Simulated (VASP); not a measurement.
# Be2C in VASP: one cell, several levels of theory, part 2 of 2

VASP 6.6.1, plane waves, PAW. Earlier steps stand in the parts before.

### 3 r2SCAN at this geometry

The input, INCAR:

```
ENCUT = 520.000000
SIGMA = 0.010000
EDIFF = 1.00e-07
ALGO = Normal
METAGGA = R2SCAN
PREC = Accurate
IBRION = -1
ISIF = 2
ISMEAR = 0
NBANDS = 11
NELM = 120
NSW = 0
LASPH = .TRUE.
LCHARG = .TRUE.
LELF = .TRUE.
LWAVE = .FALSE.
LREAL = .FALSE.
```

The input, KPOINTS:

```
KPOINTS created by Atomic Simulation Environment
0
Gamma
10 10 10
0 0 0
```

The input, KPOINTS_OPT:

```
special points
7
Reciprocal
0.0000000000 0.0000000000 0.0000000000 1
0.5000000000 0.0000000000 0.5000000000 1
0.6250000000 0.2500000000 0.6250000000 1
0.3750000000 0.3750000000 0.7500000000 1
0.5000000000 0.5000000000 0.5000000000 1
0.5000000000 0.2500000000 0.7500000000 1
0.0000000000 0.5000000000 0.5000000000 1
```

The input, POSCAR:

```
C  Be
 1.0000000000000000
     0.0000000000000000    2.1604856385000000    2.2144977794999998
     2.1604856385000000    0.0000000000000000    2.2144977794999998
     2.1604856385000000    2.1604856385000000    0.0000000000000000
 C   Be
   1   2
Cartesian
  0.0000000000000000  0.0000000000000000  0.0000000000000000
  1.0802428192500000  1.0802428192500000  1.1072488897499997
  3.2407284577500000  3.2407284577500000  3.3217466692499991
```

Launch:

```bash
$ mpirun -np 1 vasp_std
```

Standard output, without the iteration lines:

```text
POSCAR found type information on POSCAR C Be
 POSCAR found :  2 types and       3 ions
 -----------------------------------------------------------------------------
|                                                                             |
|                                                                             |
|     You enforced a specific xc type in the INCAR file but a different       |
|     I HOPE YOU KNOW WHAT YOU ARE DOING!                                     |
|                                                                             |
 -----------------------------------------------------------------------------

 LDA part: xc-table for (None), standard interpolation
 POSCAR, INCAR and KPOINTS ok, starting setup
 FFT: planning ... GRIDC
 FFT: planning ... GRID_SOFT
 FFT: planning ... GRID
 WAVECAR not read
 entering main loop
 Start KPOINTS_OPT (optional k-point list driver)
k-point batch [1-7\7]
```

OSZICAR:

```text
N       E                     dE             d eps       ncg     rms          rms(c)
DAV:   1     0.102917880892E+01    0.10292E+01   -0.41803E+03  2252   0.694E+02
DAV:   2    -0.208821429011E+02   -0.21911E+02   -0.20624E+02  3031   0.125E+02
DAV:   3    -0.216066350379E+02   -0.72449E+00   -0.72237E+00  2918   0.175E+01
DAV:   4    -0.216099772273E+02   -0.33422E-02   -0.33417E-02  2585   0.144E+00
DAV:   5    -0.216099942881E+02   -0.17061E-04   -0.17060E-04  2933   0.892E-02    0.511E+00
DAV:   6    -0.193694243630E+02    0.22406E+01   -0.26360E+00  2502   0.816E+00    0.246E+00
DAV:   7    -0.194223427731E+02   -0.52918E-01   -0.26593E-01  2747   0.333E+00    0.142E+00
DAV:   8    -0.194510632147E+02   -0.28720E-01   -0.37300E-02  2291   0.157E+00    0.206E-01
DAV:   9    -0.194511374595E+02   -0.74245E-04   -0.34518E-04  2790   0.154E-01    0.655E-02
DAV:  10    -0.194512366323E+02   -0.99173E-04   -0.17142E-04  2331   0.123E-01    0.743E-03
DAV:  11    -0.194512323702E+02    0.42621E-05   -0.44384E-06  2812   0.154E-02    0.208E-03
DAV:  12    -0.194512305734E+02    0.17968E-05   -0.32447E-07  2576   0.543E-03    0.567E-04
DAV:  13    -0.194512304971E+02    0.76293E-07   -0.10403E-08  1507   0.695E-04
   1 F= -.19451230E+02 E0= -.19451230E+02  d E =-.384714E-25
       N       E                     dE             ncg
DAV:   1     0.915138322463E+03   -0.19675E+04      154
DAV:   2     0.761678018976E+03   -0.15346E+03      234
DAV:   3     0.758397885090E+03   -0.32801E+01      204
DAV:   4     0.758388917191E+03   -0.89679E-02      196
DAV:   5     0.758388889746E+03   -0.27445E-04      195
DAV:   6     0.758388889537E+03   -0.20891E-06      199
DAV:   7     0.758388889536E+03   -0.16580E-08      187
```

From OUTCAR:

```text
k-points           NKPTS =    102   k-points in BZ     NKDIM =    102   number of bands    NBANDS=     11

   NELECT =       8.0000    total number of electrons

   dimension x,y,z NGX =    24 NGY =   24 NGZ =   24
   dimension x,y,z NGXF=    48 NGYF=   48 NGZF=   48

  energy-cutoff  :      520.00
  volume of cell :       20.67
      direct lattice vectors                 reciprocal lattice vectors
     0.000000000  2.160485638  2.214497779    -0.231429449  0.231429449  0.225784828
     2.160485638  0.000000000  2.214497779     0.231429449 -0.231429449  0.225784828
     2.160485638  2.160485638  0.000000000     0.231429449  0.231429449 -0.225784828

 k-points in reciprocal lattice and weights: KPOINTS created by Atomic Simulation Env
   0.00000000  0.00000000  0.00000000       0.001
   0.10000000 -0.00000000  0.00000000       0.008
   0.20000000 -0.00000000  0.00000000       0.008
   0.30000000 -0.00000000  0.00000000       0.008
   0.40000000  0.00000000  0.00000000       0.008
   0.50000000  0.00000000  0.00000000       0.004
   0.10000000  0.10000000  0.00000000       0.002
   0.20000000  0.10000000  0.00000000       0.008
[... 94 more k-points ...]

 E-fermi :   7.6754

 k-point     1 :       0.0000    0.0000    0.0000
  band No.  band energies     occupation
      1      -8.2584      2.00000
      2       7.3904      2.00000
      3       7.6068      2.00000
      4       7.6068      2.00000
      5      11.9866      0.00000
      6      11.9866      0.00000
      7      12.3721      0.00000
      8      14.7053      0.00000
      9      21.1116      0.00000
     10      22.1032      0.00000
     11      22.1032      0.00000

 k-point     2 :       0.1000   -0.0000    0.0000
  band No.  band energies     occupation
      1      -8.0923      2.00000
      2       6.1797      2.00000
      3       7.1599      2.00000
      4       7.3115      2.00000
      5      12.4540      0.00000
      6      12.5641      0.00000
      7      13.0441      0.00000
      8      15.1490      0.00000
      9      20.1443      0.00000
     10      20.7747      0.00000
     11      22.1955      0.00000

 k-point     3 :       0.2000   -0.0000    0.0000
  band No.  band energies     occupation
      1      -7.6018      2.00000
      2       3.7779      2.00000
      3       6.5376      2.00000
      4       6.7399      2.00000
      5      13.2476      0.00000
      6      13.2964      0.00000
      7      13.9092      0.00000
      8      16.3101      0.00000
      9      19.3245      0.00000
     10      19.5995      0.00000
     11      23.1399      0.00000

 k-point     4 :       0.3000   -0.0000    0.0000
  band No.  band energies     occupation
      1      -6.8228      2.00000
      2       1.4084      2.00000
      3       5.9818      2.00000
      4       6.2399      2.00000
      5      13.3064      0.00000
      6      13.5790      0.00000
      7      14.4506      0.00000
      8      17.3601      0.00000
      9      19.9819      0.00000
     10      20.1213      0.00000
     11      24.3487      0.00000

 k-point     5 :       0.4000    0.0000    0.0000
  band No.  band energies     occupation
      1      -5.8909      2.00000
      2      -0.5318      2.00000
      3       5.6262      2.00000
      4       5.9279      2.00000
      5      12.9763      0.00000
      6      13.3308      0.00000
      7      14.8186      0.00000
      8      17.9901      0.00000
      9      21.6148      0.00000
     10      22.0114      0.00000
     11      25.2708      0.00000

 k-point     6 :       0.5000    0.0000    0.0000
  band No.  band energies     occupation
      1      -5.3493      2.00000
      2      -1.4166      2.00000
      3       5.5059      2.00000
      4       5.8241      2.00000
      5      12.8094      0.00000
      6      13.1757      0.00000
      7      14.9594      0.00000
      8      18.2053      0.00000
      9      22.7586      0.00000
     10      23.2569      0.00000
     11      25.7075      0.00000

 k-point     7 :       0.1000    0.1000    0.0000
  band No.  band energies     occupation
      1      -8.0448      2.00000
      2       6.6604      2.00000
      3       6.6789      2.00000
      4       6.6789      2.00000
      5      12.5085      0.00000
      6      13.1754      0.00000
      7      13.1754      0.00000
      8      14.9647      0.00000
      9      18.7029      0.00000
     10      22.6460      0.00000
     11      22.6460      0.00000

 k-point     8 :       0.2000    0.1000    0.0000
  band No.  band energies     occupation
      1      -7.6705      2.00000
      2       4.5977      2.00000
      3       5.9774      2.00000
      4       6.5417      2.00000
      5      12.9224      0.00000
      6      14.1377      0.00000
      7      14.1849      0.00000
      8      15.0187      0.00000
      9      18.4458      0.00000
     10      21.9260      0.00000
     11      23.3564      0.00000

 k-point     9 :       0.3000    0.1000    0.0000
  band No.  band energies     occupation
      1      -6.9927      2.00000
      2       2.2671      2.00000
      3       5.4816      2.00000
      4       5.9811      2.00000
      5      13.1161      0.00000
      6      14.6724      0.00000
      7      14.6982      0.00000
      8      15.9072      0.00000
      9      19.3130      0.00000
     10      21.6882      0.00000
     11      24.3314      0.00000

 k-point    10 :       0.4000    0.1000    0.0000
  band No.  band energies     occupation
      1      -6.0966      2.00000
      2       0.1916      2.00000
      3       5.2792      2.00000
      4       5.3516      2.00000
      5      12.8640      0.00000
      6      14.4541      0.00000
      7      15.1282      0.00000
      8      17.4932      0.00000
      9      20.4709      0.00000
     10      22.6231      0.00000
     11      25.1664      0.00000

 k-point    11 :       0.5000    0.1000    0.0000
  band No.  band energies     occupation
      1      -5.3242      2.00000
      2      -1.1436      2.00000
      3       4.8595      2.00000
      4       5.3772      2.00000
      5      12.8468      0.00000
      6      14.0117      0.00000
      7      15.3565      0.00000
      8      18.5127      0.00000
      9      21.9869      0.00000
     10      22.8519      0.00000
     11      25.5673      0.00000

 k-point    12 :      -0.4000    0.1000    0.0000
  band No.  band energies     occupation
      1      -5.4901      2.00000
      2      -0.8765      2.00000
      3       4.6072      2.00000
      4       5.7401      2.00000
      5      13.1934      0.00000
      6      13.7790      0.00000
      7      15.3004      0.00000
      8      18.3493      0.00000
      9      20.9813      0.00000
     10      23.1339      0.00000
     11      25.4976      0.00000

 k-point    13 :      -0.3000    0.1000    0.0000
  band No.  band energies     occupation
      1      -6.3665      2.00000
      2       0.7586      2.00000
      3       4.6478      2.00000
      4       6.2985      2.00000
      5      13.7532      0.00000
      6      13.7980      0.00000
      7      14.9778      0.00000
      8      17.3743      0.00000
      9      18.8499      0.00000
     10      22.7711      0.00000
     11      24.9843      0.00000

 k-point    14 :      -0.2000    0.1000    0.0000
  band No.  band energies     occupation
      1      -7.2160      2.00000
      2       2.9505      2.00000
      3       5.0027      2.00000
      4       6.9347      2.00000
      5      13.4148      0.00000
      6      14.2046      0.00000
      7      14.5047      0.00000
      8      16.1493      0.00000
      9      17.9405      0.00000
     10      21.9403      0.00000
     11      23.7539      0.00000

 k-point    15 :      -0.1000    0.1000    0.0000
  band No.  band energies     occupation
      1      -7.8108      2.00000
      2       5.1406      2.00000
      3       5.7618      2.00000
      4       7.4048      2.00000
      5      12.6318      0.00000
      6      13.6277      0.00000
      7      13.7352      0.00000
      8      15.5175      0.00000
      9      18.8145      0.00000
     10      21.4341      0.00000
     11      22.3495      0.00000

 k-point    16 :       0.2000    0.2000    0.0000
  band No.  band energies     occupation
      1      -7.4180      2.00000
      2       5.0052      2.00000
      3       5.1709      2.00000
      4       5.1709      2.00000
      5      12.8742      0.00000
      6      13.3521      0.00000
      7      15.4220      0.00000
      8      15.4220      0.00000
      9      18.9042      0.00000
     10      24.2056      0.00000
     11      24.2056      0.00000

[... the tables of k-points 17 to 102 left out ...]

  Total        0.1197225      0.1197225     -1.7336876      0.0000000      0.0000000      0.0000000
  in kB        9.2785146      9.2785146   -134.3610593      0.0000000      0.0000000      0.0000000
  external PRESSURE =     -38.6013434 kB  Pullay stress =       0.0000000 kB

 POSITION                                       TOTAL-FORCE (eV/Angst)
 -----------------------------------------------------------------------------------
      0.00000      0.00000      0.00000         0.000000     -0.000000      0.000000
      1.08024      1.08024      1.10725         0.000000      0.000000     -0.000000
      3.24073      3.24073      3.32175        -0.000000     -0.000000      0.000000
 -----------------------------------------------------------------------------------
    total drift:                               -0.000000     -0.000000     -0.000000

  FREE ENERGIE OF THE ION-ELECTRON SYSTEM (eV)
  ---------------------------------------------------
  free  energy   TOTEN  =       -19.4512304971 eV

  energy  without entropy=      -19.4512304971  energy(sigma->0) =      -19.45123050
```

Hardware: 1 MPI rank of Intel Xeon Platinum 8488C, shared host.

The levels at the points of KPOINTS_OPT are read from vasprun.xml.

Band energies at the special points (eV, zero at the top of v, the last band that the electrons fill by count):

| point | v−1 | v | c | c+1 |
| --- | --- | --- | --- | --- |
| Γ | 0.00 | 0.00 | 4.38 | 4.38 |
| X | -5.05 | -4.92 | 1.33 | 5.81 |
| U | -6.50 | -4.23 | 3.47 | 8.53 |
| K | -6.81 | -3.96 | 3.87 | 9.09 |
| L | -2.10 | -1.78 | 5.20 | 5.57 |
| W | -6.36 | -6.05 | 6.25 | 8.87 |

r2SCAN gives an indirect gap of 1.33 eV, from Γ to X; the least direct gap is 4.38 eV. Pressure: -3.86 GPa; the forces vanish within 0.01 eV/Å.

Axes a, b and c in the maps are those of this run's conventional cell (a, b, c = 3.055, 3.055, 4.429 Å).

Density in a lattice plane of the grid's cell (edges 3.06 and 4.43 Å, at 0.000 of the third edge), which holds C and Be.

Ten even steps from '0' (0.05 e/Å³) to '9' (1.66 e/Å³):
```
9997432111234799
9875321111123578
6554321101123455
3332211000112233
1111110000011111
0001100000001100
0000000000000000
0000001111100000
0000001111100000
0000001111100000
0000001111100000
0000001111100000
0000000000000000
0001100000001100
1111110000011111
3332211000112233
6554321101123455
9875321111123578
9997432111234799
7997532111235799
```
Columns run along the first of these edges and rows up along the second, over one cell in 16 and 20 even steps from the bottom left corner. Atoms in the plane (fractional): C at (0.00, 0.00), Be at (0.50, 0.75), Be at (0.50, 0.25).

ELF in the same plane.

Ten even steps from ' ' (0.00) to '@' (0.83):
```
..::**@@@@@@##++==++##@@@@@@**::
**##%%@@@@@@##==::==##@@@@@@%%##
%%@@@@@@@@%%++......++%%@@@@@@@@
%%@@@@@@%%**::      ::**%%@@@@@@
######**++::          ::++**####
======--::..          ..::--====
::::::..........  ..........::::
      ......::::::::::......    
      ....::----==----::....    
      ....::--======--::....    
      ....::----==----::....    
      ......::::::::::......    
::::::..........  ..........::::
======--::..          ..::--====
######**++::          ::++**####
%%@@@@@@%%**::      ::**%%@@@@@@
%%@@@@@@@@%%++......++%%@@@@@@@@
**##%%@@@@@@##==::==##@@@@@@%%##
..::**@@@@@@##++==++##@@@@@@**::
    ++%%@@@@##++==++##@@@@%%++  
```
Columns run along the first of these edges and rows up along the second, over one cell in 16 and 20 even steps from the bottom left corner. Atoms in the plane (fractional): C at (0.00, 0.00), Be at (0.50, 0.75), Be at (0.50, 0.25).

Both are smooth fields of the valence electrons: close to the nuclei they are not physical.

Maxima of ELF outside the ion cores: 0.83 in the shell around C, 0.8 Å from C.

### 4 What came out

What follows sums up all 2 parts.

```
 level  gap (eV)  pressure (GPa)  Ansatz: gap (eV)  Ansatz: pressure (GPa)
   PBE      0.97           -3.39              0.98                   -3.76
r2SCAN      1.33           -3.86              1.33                   -4.85
```

What this shows: The gap runs from 0.97 eV (PBE) to 1.33 eV (r2SCAN). The two programs agree on the gap within 0.02 eV, far less than the spread between functionals. Each program uses its own PAW datasets and cutoff.
